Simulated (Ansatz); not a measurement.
# PbS: response to strain

Aim: deform PbS (equal xy, yz and zx engineering shear strains of +1 %) and compute stress, forces and field gradients with LAPW, PAW and all-electron datasets made for the crystal.

Computed with Ansatz 0.2.0 (DFT PBE, scalar-relativistic, unless a step's input says otherwise).

### 1 The system as given

It takes space group Fm-3m (No. 225, cubic). Conventional cell: a = 5.930 Å, b = 5.930 Å, c = 5.930 Å, α = 90.00°, β = 90.00°, γ = 90.00°. Pb (site symmetry m-3m) is surrounded by 6 S at 2.96 to 2.97 Å. Around S (site symmetry m-3m) lie 6 Pb at 2.96 to 2.97 Å.

As a file:

```
CELL_PARAMETERS angstrom
0.00000 2.96500 2.96500
2.96500 0.00000 2.96500
2.96500 2.96500 0.00000
ATOMIC_POSITIONS crystal
Pb 0.00000 0.00000 0.00000
S 0.50000 0.50000 0.50000
```

Atoms are numbered in the order of the input: Pb1, S2.

### 2 The deformed structure

Space group Fm-3m before, R-3m after.

### 3 All-electron LAPW

The input, input.yaml:

```yaml
crystal:
  lattice:
    - [0.02965, 2.979825, 2.979825]
    - [2.979825, 0.02965, 2.979825]
    - [2.979825, 2.979825, 0.02965]
  atoms:
    - { symbol: Pb, position: [0.0, 0.0, 0.0] }
    - { symbol: S, position: [0.5, 0.5, 0.5] }
kpoints:
  mp_grid: { grid: [8, 8, 8] }
  band_path:
    path:
      - [0.0, 0.0, 0.0]
      - [0.5, 0.5, 0.5]
      - [0.247543133, 0.5, 0.752456867]
      - [-0.247543133, 0.247543133, 0.5]
      - [0.0, 0.0, 0.5]
      - [0.0, 0.0, 0.0]
      - [-0.3737715665, 0.0, 0.3737715665]
      - [0.0, 0.3737715665, 0.6262284335]
      - [0.0, 0.5, 0.5]
    npoints: 5
scf:
  occupations: { method: fermi_dirac, width: 0.01 }
hamiltonian:
  xc: pbe
  pseudopotentials: { kind: all_electron, lapw: { basis_error: 0.0005 } }
output:
  forces: true
  stress: true
  eigenvalues: true
```

Run with:

```sh
> ansatz run input.yaml --threads 1 --pin off --max-ram 3072MiB --backend cpu --events-out ev --progress --plain --runs-dir out
```

### 4 PAW with frozen cores

The input, input.yaml:

```yaml
crystal:
  lattice:
    - [0.02965, 2.979825, 2.979825]
    - [2.979825, 0.02965, 2.979825]
    - [2.979825, 2.979825, 0.02965]
  atoms:
    - { symbol: Pb, position: [0.0, 0.0, 0.0] }
    - { symbol: S, position: [0.5, 0.5, 0.5] }
kpoints:
  mp_grid: { grid: [8, 8, 8] }
scf:
  occupations: { method: fermi_dirac, width: 0.01 }
hamiltonian:
  xc: pbe
  pseudopotentials: { kind: paw }
output:
  forces: true
  stress: true
  eigenvalues: true
  efg: { contact_densities: true }
  write_density: true
  write_potential: true
  elf: true
  volumetric_format: npy
```

### 5 Datasets made for this crystal

input.yaml: that of step 4 with these lines changed.

```diff
@@ -14,3 +14,3 @@
   xc: pbe
-  pseudopotentials: { kind: paw }
+  pseudopotentials: { kind: all_electron, datasets: crystal }
 output:
@@ -20,5 +20 @@
   efg: { contact_densities: true }
-  write_density: true
-  write_potential: true
-  elf: true
-  volumetric_format: npy
```

(Steps that only read results are left out.)

Q: Predict the outcome of this session. Wanted: pressure; largest shear or deviatoric stress.

**Answer**, as computed:

```
                                 quantity                                           value
                                 pressure  LAPW 2.28, PAW 2.28, crystal datasets 2.28 GPa
largest shear or deviatoric stress (LAPW)                                        0.20 GPa
```

In words: The largest part of the stress beyond the pressure is 0.20 GPa in size; the atoms are carried along and not relaxed. No run of the undeformed cell stands beside it, so the pressure holds what the given cell had before the change. PAW: stress within 0.01 GPa of LAPW. Crystal datasets: stress within 0.01 GPa of LAPW. Spin-orbit coupling is left out, though the cell holds Pb; in elements this heavy it can shift bands and gaps by tenths of an eV.
